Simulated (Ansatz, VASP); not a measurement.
**HfO2 in VASP and in Ansatz**

Contents of INCAR:

```
ALGO     = Normal         # electronic algorithm
EDIFF    = 1E-7           # SCF threshold, eV
ENCUT    = 520            # plane-wave cutoff, eV
GGA      = PE             # functional
ISIF     = 2              # what is computed and relaxed
ISMEAR   = 0              # smearing method
LASPH    = T              # aspherical terms in the spheres
LCHARG   = F              # write CHGCAR
LREAL    = F              # projectors in reciprocal space
LWAVE    = F              # write WAVECAR
NBANDS   = 18             # bands
NELM     = 60             # most SCF steps
PREC     = Accurate       # precision mode
SIGMA    = 0.05           # smearing width, eV
```

KPOINTS

```
k-points
0
Gamma
  8 8 8
```

POSCAR

```
HfO2
1.0
    0.0000000000      2.4213654731      2.6762460493
    2.4213654731      0.0000000000      2.6762460493
    2.4213654731      2.4213654731      0.0000000000
Hf O
1 2
Direct
    0.0000000000      0.0000000000      0.0000000000
    0.2500000000      0.2500000000      0.2500000000
    0.7500000000      0.7500000000      0.7500000000
```

Input for Ansatz:

```yaml
crystal:
  lattice:
    - [0.0, 2.4213654731, 2.6762460493]
    - [2.4213654731, 0.0, 2.6762460493]
    - [2.4213654731, 2.4213654731, 0.0]
  atoms:
    - { symbol: Hf, position: [0.0, 0.0, 0.0] }
    - { symbol: O, position: [0.25, 0.25, 0.25] }
    - { symbol: O, position: [0.75, 0.75, 0.75] }
basis:
  ecutwfc: 420
kpoints:
  mp_grid: { grid: [8, 8, 8] }
hamiltonian:
  xc: pbe
scf:
  occupations: { method: gaussian, width: 0.05 }
output:
  forces: true
  stress: true
  eigenvalues: true
```

Change from the starting cell: strain -0.050 along x and y, +0.050 along z, atoms carried along.

Alike in both runs: task single point; functional PBE; k mesh 8 × 8 × 8; occupations gaussian, width 0.05 eV; no spin polarisation.

|  | VASP | Ansatz |
| --- | --- | --- |
| version | VASP 6.6.1 | Ansatz 0.2.0 |
| potentials or method | VASP PAW PBE potentials, release 64 (Hf_pv, O) | scalar-relativistic, plane waves, PAW |
| plane-wave cutoff (eV) | 520 | 420 |
| valence electrons in the cell | 22 | 38 |

Ansatz gave:

| Property | Result |
| --- | --- |
| gap on the k mesh at the Fermi level (eV) | 2.50 |
| least direct gap on the mesh (eV) | 3.00 |
| pressure (GPa) | 15.1 |
| largest component of the traceless stress (GPa) | 32.84 |

What did VASP give for the same quantities?

gap on the k mesh at the Fermi level (eV): 2.51; least direct gap on the mesh (eV): 3.01; pressure (GPa): 11.0; largest component of the traceless stress (GPa): 33.49.

One of these differences is far larger than is usual between the two programs; its cause wasn't traced. With one functional, cell and mesh, what is left measures potentials, basis and numerics. The two sets of potentials don't hold the same shells in valence.

Caveats: spin-orbit coupling is left out, which moves the levels of the heavy elements. A k mesh can miss the band edges.
